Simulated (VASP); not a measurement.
**InSb (rocksalt): one PBEsol single-point calculation in two programs**

```yaml
crystal:
  lattice:
    - [0.00000, 3.04221, 3.04221]
    - [3.04221, 0.00000, 3.04221]
    - [3.04221, 3.04221, 0.00000]
  atoms:
    - { symbol: In, position: [0.00000, 0.00000, 0.00000] }
    - { symbol: Sb, position: [0.50000, 0.50000, 0.50000] }
```

Datasets and cutoffs are each program's own. VASP's cell holds 18 valence electrons and Ansatz's 28. Ansatz's stress includes a Pulay correction; VASP's doesn't.

Cutoffs: 520 eV in VASP, 420 eV in Ansatz. k meshes: 8×8×8 and 8×8×8.

```tsv
	VASP	Ansatz
gap between bands v and c	-2.78 eV (bands overlap: a metal)	-2.78 eV (bands overlap: a metal)
least direct gap	0.00 eV	0.00 eV
pressure	-1.1 GPa	-1.1 GPa
```

Band v is the last that the valence electrons fill when counted band by band, and c is the next. Levels in eV from the top of v, Ansatz:

| point | v−1 | v | c | c+1 |
| --- | --- | --- | --- | --- |
| Γ | -0.65 | -0.65 | -0.65 | 5.52 |
| X | -3.92 | -2.78 | -2.78 | 2.57 |
| W | -4.21 | -4.21 | 1.41 | 2.78 |
| K | -4.65 | -2.16 | -1.03 | 4.42 |
| L | -0.25 | -0.25 | 1.57 | 1.88 |

VASP:

```
point    v−1      v      c   c+1
    Γ  -0.65  -0.65  -0.65  5.52
    X  -3.93  -2.78  -2.78  2.56
    W  -4.22  -4.22   1.41  2.77
    K  -4.66  -2.17  -1.04  4.39
    L  -0.25  -0.25   1.57  1.86
```
